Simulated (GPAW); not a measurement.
Crystal: BaTiO3.

```
CELL_PARAMETERS angstrom
3.99980 0.00000 0.00000
0.00000 3.99980 0.00000
0.00000 0.00000 4.01800
ATOMIC_POSITIONS crystal
Ba 0.00000 0.00000 0.00000
Ti 0.50000 0.50000 0.49000
O 0.00000 0.50000 0.51700
O 0.50000 0.00000 0.51700
O 0.50000 0.50000 0.01900
```

Base run:

| Quantity | Value |
| --- | --- |
| Program | GPAW 26.7.0 |
| Functional | PBEsol |
| Potentials or basis | PAW data sets generated in the run's folder for this functional |
| Cutoff | 800 eV |
| Basis | pw |
| k mesh | 7 × 7 × 7 |
| Occupations | fermi-dirac, width 0.05 eV |
| Spin | no spin polarisation |

Its results: band gap on the k mesh 1.86 eV, indirect (least direct gap 2.04 eV); pressure -2.4 GPa; largest force 0.285 eV/Å.

Question: The run is repeated on the same cell with these changes: functional from PBEsol to LDA; k mesh from 7 × 7 × 7 to 4 × 4 × 4. What comes out?

Answer: Band gap on the k mesh 1.71 eV, indirect (least direct gap 1.99 eV); pressure -7.2 GPa; largest force 0.419 eV/Å.

Several settings changed at once, so the effect can't be laid on one alone.

Caveats: spin-orbit coupling is left out, which moves the levels of the heavy elements; an odd mesh through Γ misses points on the zone boundary, where band edges often lie (some runs).
